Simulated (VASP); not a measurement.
# ZnS (P3m1) in VASP: further runs, part 2 of 2

VASP 6.6.1.

### 3 Single point, PBE

File INCAR:

```
SYSTEM = ZnS
ALGO     = Fast           ! electronic algorithm
EDIFF    = 1E-6           ! SCF threshold, eV
ENCUT    = 520            ! plane-wave cutoff, eV
GGA      = PE             ! functional
ISIF     = 2              ! what is computed and relaxed
ISMEAR   = 0              ! smearing method
LASPH    = .True.         ! aspherical terms in the spheres
LCHARG   = .False.        ! write CHGCAR
LREAL    = Auto         
LWAVE    = .False.        ! write WAVECAR
NBANDS   = 86             ! bands
NELM     = 100            ! most SCF steps
PREC     = Accurate       ! precision mode
SIGMA    = 0.02           ! smearing width, eV
```

File KPOINTS:

```
k-points
0
Gamma
  9 9 2
  0 0 0
```

File POSCAR:

```
ZnS
1.0
    3.8480667447      0.0000000000      0.0000000000
   -1.9240333724      3.3325235564      0.0000000000
    0.0000000000      0.0000000000     25.1641273726
Zn S
8 8
Direct
    0.3333333333      0.6666666667      0.1251575805
    0.0000000000      0.0000000000      0.0002629988
    0.6666666667      0.3333333333      0.6248324128
    0.6666666667      0.3333333333      0.8751883799
    0.0000000000      0.0000000000      0.7499146680
    0.3333333333      0.6666666667      0.4999181651
    0.0000000000      0.0000000000      0.3749978192
    0.6666666667      0.3333333333      0.2500776406
    0.6666666667      0.3333333333      0.3437595424
    0.6666666667      0.3333333333      0.7185047822
    0.3333333333      0.6666666667      0.2188391397
    0.0000000000      0.0000000000      0.8437460590
    0.6666666667      0.3333333333      0.9690014796
    0.0000000000      0.0000000000      0.0939209455
    0.3333333333      0.6666666667      0.5935995606
    0.0000000000      0.0000000000      0.4686798261
```

Potentials or basis: VASP PAW PBE potentials, release 64 (Zn, S).

Run with:

```console
cat potpaw_PBE.64/Zn/POTCAR potpaw_PBE.64/S/POTCAR > POTCAR
mpirun -np 1 vasp_std > vasp.out
```

OUTCAR:

```text
SYSTEM = ZnS
   EDIFF = 1E-6
   ENCUT = 520
   GGA = PE
   ISIF = 2
   ISMEAR = 0
   LASPH = .True.
   LREAL = Auto
   NELM = 100
   PREC = Accurate

 ion  position               nearest neighbor table
   1  0.333  0.667  0.125-  14 2.36  14 2.36  14 2.36  11 2.36
   2  0.000  0.000  0.000-  14 2.36  13 2.36  13 2.36  13 2.36
   3  0.667  0.333  0.625-  15 2.36  15 2.36  15 2.36  10 2.36
   4  0.667  0.333  0.875-  12 2.36  12 2.36  12 2.36  13 2.36
   5  0.000  0.000  0.750-  10 2.36  10 2.36  10 2.36  12 2.36
   6  0.333  0.667  0.500-  16 2.36  16 2.36  16 2.36  15 2.36
[... 8 lines left out ...]
  15  0.333  0.667  0.594-   3 2.36   3 2.36   3 2.36   6 2.36
  16  0.000  0.000  0.469-   6 2.36   6 2.36   6 2.36   7 2.36

  LATTYP: Found a hexagonal cell.
 ALAT       =     3.8480667447
 C/A-ratio  =     6.5394207123

  Lattice vectors:

 A1 = (   3.8480667447,   0.0000000000,   0.0000000000)
 A2 = (  -1.9240333724,   3.3325235564,   0.0000000000)
 A3 = (   0.0000000000,   0.0000000000,  25.1641273726)

Analysis of symmetry for initial positions (statically):
[... 209 lines left out ...]

 k-point     1 :       0.0000    0.0000    0.0000
  band No.  band energies     occupation
      1     -11.0885      2.00000
      2     -10.9779      2.00000
      3     -10.9729      2.00000
      4     -10.6826      2.00000
      5     -10.6824      2.00000
      6     -10.3545      2.00000
[... 2077 lines left out ...]
     83       8.1412      0.00000
     84       8.1545      0.00000
 [bands above 84 left out]

------------------------ aborting loop because EDIFF is reached ----------------------------------------

  FORCE on cell =-STRESS in cart. coord.  units (eV):
  Direction    XX          YY          ZZ          XY          YZ          ZX
  --------------------------------------------------------------------------------------
  -------------------------------------------------------------------------------------
  Total        0.4868119      0.4868119      0.5004777     -0.0000000      0.0000000      0.0000000
  in kB        2.4169857      2.4169857      2.4848355     -0.0000000      0.0000000      0.0000000
  external PRESSURE =       2.4396023 kB  Pullay stress =       0.0000000 kB

 VOLUME and BASIS-vectors are now :
 -----------------------------------------------------------------------------
  energy-cutoff  :      520.00
  volume of cell :      322.70
      direct lattice vectors                 reciprocal lattice vectors
     3.848066745  0.000000000  0.000000000     0.259870752  0.150036449  0.000000000
    -1.924033372  3.332523556  0.000000000     0.000000000  0.300072898  0.000000000
     0.000000000  0.000000000 25.164127373     0.000000000  0.000000000  0.039739109

 POSITION                                       TOTAL-FORCE (eV/Angst)
 -----------------------------------------------------------------------------------
     -0.00000      2.22168      3.14948        -0.000000      0.000000     -0.000160
      0.00000      0.00000      0.00662         0.000000      0.000000     -0.000595
      1.92403      1.11084     15.72336        -0.000000      0.000000     -0.001044
      1.92403      1.11084     22.02335         0.000000      0.000000      0.000230
      0.00000      0.00000     18.87095        -0.000000      0.000000     -0.001342
     -0.00000      2.22168     12.58000         0.000000     -0.000000     -0.000967
[... 8 lines left out ...]
     -0.00000      2.22168     14.93741        -0.000000      0.000000     -0.000672
      0.00000      0.00000     11.79392         0.000000     -0.000000     -0.000851
 -----------------------------------------------------------------------------------
    total drift:                               -0.000001     -0.000001      0.001635

  FREE ENERGIE OF THE ION-ELECTRON SYSTEM (eV)
  ---------------------------------------------------
  free  energy   TOTEN  =       -54.8151406252 eV

  energy  without entropy=      -54.8151406252  energy(sigma->0) =      -54.81514063
```

OSZICAR:

```text
N       E                     dE             d eps       ncg     rms          rms(c)
DAV:   1     0.134457284221E+04    0.13446E+04   -0.64276E+04  4128   0.201E+03
DAV:   2     0.178381239212E+03   -0.11662E+04   -0.11204E+04  4128   0.498E+02
DAV:   3    -0.421201638426E+02   -0.22050E+03   -0.21279E+03  4558   0.183E+02
[... 11 lines left out ...]
RMM:  15    -0.548151539522E+02    0.39950E-04   -0.17811E-04  5022   0.414E-02    0.116E-01
RMM:  16    -0.548151541913E+02   -0.23907E-06   -0.38762E-05  4769   0.195E-02    0.100E-01
RMM:  17    -0.548151482720E+02    0.59193E-05   -0.12071E-05  4823   0.162E-02    0.748E-02
RMM:  18    -0.548151409375E+02    0.73344E-05   -0.24565E-05  4801   0.224E-02    0.331E-02
RMM:  19    -0.548151406252E+02    0.31232E-06   -0.43369E-06  3640   0.643E-03
   1 F= -.54815141E+02 E0= -.54815141E+02  d E =-.795103E-18
```

stdout:

```text
POSCAR found type information on POSCAR ZnS
 POSCAR found :  2 types and      16 ions
 scaLAPACK will be used
 LDA part: xc-table for (Slater+PW92), standard interpolation
 POSCAR, INCAR and KPOINTS ok, starting setup
 FFT: planning ... GRIDC
 FFT: planning ... GRID_SOFT
 FFT: planning ... GRID
 WAVECAR not read
 entering main loop
```

It took 11 min on 1 thread of Intel Xeon 6975P-C (Granite Rapids), shared host; peak memory 0.65 GiB.

What came out:

| Item | Value |
| --- | --- |
| Free energy | -54.8151 eV |
| Pressure | 0.2 GPa |
| Largest force | 0.003 eV/Å |
| Band gap on the k mesh | 2.03 eV, direct |

Forces on the atoms (eV/Å):
```
Zn   0.000  0.000  0.000
Zn   0.000  0.000 -0.001
Zn   0.000  0.000 -0.001
Zn   0.000  0.000  0.000
Zn   0.000  0.000 -0.001
Zn   0.000  0.000 -0.001
Zn   0.000  0.000 -0.001
Zn   0.000  0.000  0.000
S    0.000  0.000  0.000
S    0.000  0.000 -0.001
S    0.000  0.000  0.001
S    0.000  0.000  0.001
S    0.000  0.000  0.001
S    0.000  0.000  0.003
S    0.000  0.000 -0.001
S    0.000  0.000 -0.001
```

Levels at points of the mesh, in eV from the valence-band top:
```
           k point  band 69  band 70  band 71  band 72  band 73  band 74  band 75  band 76
(0.00, 0.00, 0.00)    -0.14    -0.02     0.00     0.00     2.03     2.85     2.90     3.17
(0.00, 0.00, 0.50)    -0.04    -0.04    -0.03    -0.03     2.31     2.36     3.17     3.26
```

Caveat: an odd mesh through Γ misses points on the zone boundary, where band edges often lie.
